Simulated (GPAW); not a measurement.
Entries from a set of simulations; values are calculated unless marked as measured.

```
! title: A GW chain in GPAW: SiC (P6_3mc)
! method: DFT, PBE, plane waves, PAW (and 1 further level or step)
! program: GPAW 26.7.0
! settings of one run: cutoff 600 eV, GPAW PAW setups 1.2.1 data release, 6×6×2 k-mesh, nbands 119
! cost: 4 runs, 3.9 min in all on 4 MPI ranks of Arm Neoverse V1, shared host (the runs of this entry)
! notes: The cell and positions are those that the Materials Project relaxed with its own functionals (PBE, PBE+U or r2SCAN), kept fixed. Bands and cutoff are finite, so the gap is not at the basis limit. The miss can reach some tenths of an eV and take either sign; the mesh is an error of its own.
! PBE gap: 2.22 eV, indirect
! G0W0 gap on the mesh: 2.78 eV
! GW settings: 6×6×2 mesh, 109 bands, screening to 70 eV, Godby-Needs plasmon pole
! known limits: not at the basis limit
CELL_PARAMETERS angstrom
3.07569 0.00000 0.00000
-1.53785 2.66363 0.00000
0.00000 0.00000 10.07065
ATOMIC_POSITIONS crystal
Si 0.66667 0.33333 0.93784
Si 0.33333 0.66667 0.43784
Si 0.00000 0.00000 0.68789
Si 0.00000 0.00000 0.18789
C 0.66667 0.33333 0.74980
C 0.33333 0.66667 0.24980
C 0.00000 0.00000 0.50046
C 0.00000 0.00000 0.00046
```

[Paths, hosts, dates, memory and timing lines, banners, echoed tables and standing remarks are left out of the program output.]

[Logs are printed without paths, hosts, clocks, repeated set-up lines and the standing remarks that a program may print on its own settings, such as how far it seeks lower states.]

[Runs of the session that timed out or met a known fault of the program may be left out.]

[Hosts, paths, dates, database ids (printed as entryN), source tags and the programs' standing remarks are cut or masked in the printed files.]
